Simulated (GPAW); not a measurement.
# GaAs in GPAW: convergence with smearing width (eV)

GaAs:

```
As Ga
1.0
     0.00000    2.82685    2.82685
     2.82685    0.00000    2.82685
     2.82685    2.82685    0.00000
As Ga
1 1
Direct
  0.25000 0.25000 0.25000
  0.00000 0.00000 0.00000
```

| Item | Value |
| --- | --- |
| Program | GPAW 26.7.0 |
| Task | elastic constants |
| Functional | LDA |
| Potentials or basis | PAW data sets generated in the run's folder for this functional |
| Cutoff | 450 eV |
| Basis | pw |
| k mesh | 7 × 7 × 7 |
| Occupations | fermi-dirac, width 0.4 eV |
| Spin | no spin polarisation |

These are the settings of the first run; the series varies smearing width (eV), with any setting tied to it.

Hardware: 1 thread of Arm Neoverse V1, on a shared host.

Problem. The values tried are 0.4, 0.25, 0.15, 0.1, 0.05, 0.02, loosest first. From which on does the gap on the mesh stay within 0.01 eV of the tightest run that finished?

Solution. From 0.15 on.

| smearing width (eV) | energy less the tightest run, at zero smearing (meV/atom) | gap on the mesh (eV) | SCF cycles | CPU time (s) | peak memory (GiB) |
| --- | --- | --- | --- | --- | --- |
| 0.4 | 15.79 | 0.000 | 10 | 72 | 0.21 |
| 0.25 | 2.93 | 0.439 | 10 | 73 | 0.21 |
| 0.15 | 0.40 | 0.447 | 10 | 72 | 0.21 |
| 0.1 | 0.10 | 0.451 | 10 | 72 | 0.21 |
| 0.05 | 0.01 | 0.454 | 10 | 73 | 0.21 |
| 0.02 | 0.00 | 0.454 | 10 | 73 | 0.21 |

Against the tightest run, the energy stays within 1 meV/atom from 0.15 on. The tightest run that finished is the yardstick and may itself not be fully converged.

Caveat, for the tightest run too: the density grid can change from cell to cell, which puts small steps into energies and stress.
